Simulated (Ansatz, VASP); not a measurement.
## One calculation of Pd, two programs

The input INCAR:

```
SYSTEM = Pd
PREC     = Accurate       ! precision mode
ENCUT    = 520            ! plane-wave cutoff, eV
EDIFF    = 1E-6           ! SCF threshold, eV
ISMEAR   = 1              ! smearing method
SIGMA    = 0.1            ! smearing width, eV
LREAL    = .False.        ! projectors in reciprocal space
LASPH    = .True.         ! aspherical terms in the spheres
NELM     = 80             ! most SCF steps
ALGO     = Normal         ! electronic algorithm
ISIF     = 2              ! what is computed and relaxed
LWAVE    = .False.        ! write WAVECAR
LCHARG   = .False.        ! write CHGCAR
GGA      = PS             ! functional
NBANDS   = 28             ! bands
```

The input KPOINTS:

```
regular mesh
0
Gamma
  10 10 3
  0 0 0
```

Contents of POSCAR:

```
Pd
1.0
    2.7125498535      0.0000000000      0.0000000000
   -1.3562749267      2.3491372083      0.0000000000
    0.0000000000      0.0000000000      8.9533188065
Pd
4
Direct
    0.0000000000      0.0000000000      0.0000000000
    0.3333333333      0.6666666667      0.2500000000
    0.0000000000      0.0000000000      0.5000000000
    0.6666666667      0.3333333333      0.7500000000
```

Input for Ansatz:

```yaml
crystal:
  lattice:
    - [2.712549853493888, 0.0, 0.0]
    - [-1.356274926746944, 2.3491372083021482, 0.0]
    - [0.0, 0.0, 8.95331880652798]
  atoms:
    - { symbol: Pd, position: [0.0, 0.0, 0.0] }
    - { symbol: Pd, position: [0.3333333333333333, 0.6666666666666666, 0.25] }
    - { symbol: Pd, position: [0.0, 0.0, 0.5] }
    - { symbol: Pd, position: [0.6666666666666666, 0.3333333333333333, 0.75] }
basis:
  ecutwfc: 510.0
kpoints:
  mp_grid:
    grid: [10, 10, 3]
hamiltonian:
  xc: pbesol
scf:
  occupations:
    method: methfessel_paxton
    width: 0.1
output:
  stress: true
```

This isn't the form of Pd at room conditions, which is fcc.

Alike in both runs: task single point; functional PBEsol; k mesh 10 × 10 × 3; occupations methfessel-paxton of order 1, width 0.1 eV; no spin polarisation.

```csv
,VASP,Ansatz
version,VASP 6.6.1,Ansatz 0.2.0
potentials or method,"VASP PAW PBE potentials, release 64 (Pd)","plane waves, PAW"
plane-wave cutoff (eV),520,510
valence electrons in the cell,40,72
```

|  | VASP | Ansatz | Ansatz less VASP |
| --- | --- | --- | --- |
| pressure (GPa) | 4.2 | 4.6 | +0.35 |
| largest component of the traceless stress (GPa) | 0.56 | 0.59 | +0.035 |

The two sets of potentials don't hold the same shells in valence.

Caveats: the PAW data sets were made with another functional, which shifts forces and pressure a little (VASP).
